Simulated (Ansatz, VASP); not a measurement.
# Two plane-wave programs on InAs

```
In As
1.0
     0.00000    3.07719    3.07719
     3.07719    0.00000    3.07719
     3.07719    3.07719    0.00000
In As
1 1
Cartesian
  0.0000 0.0000 0.0000
  4.6158 4.6158 4.6158
```

Alike in both runs: task single point; functional PBEsol; k mesh 8 × 8 × 8; occupations fermi-dirac, width 0.05 eV; no spin polarisation.

|  | VASP | Ansatz |
| --- | --- | --- |
| version | VASP 6.6.1 | Ansatz 0.2.0 |
| potentials or method | VASP PAW PBE potentials, release 64 (In_d, As) | Ansatz PAW |
| plane-wave cutoff (eV) | 520 | 420 |
| valence electrons in the cell | 18 | 28 |

```tsv
	VASP	Ansatz	Ansatz less VASP
gap on the k mesh at the Fermi level (eV)	none	none	-
pressure (GPa)	-1.6	-1.7	-0.07
```

A gap of «none» marks a metal or a gap that the smearing closes. The two sets of potentials don't hold the same shells in valence.

Caveats: the PAW data sets were made with another functional, which shifts forces and pressure a little (VASP); this crystal is a semiconductor, whose small gap the functional closes, so the metal is an error of the method (VASP); the PAW data sets come from PBE, with cores solved anew for the run's functional, which leaves a small shift of forces and pressure (Ansatz).
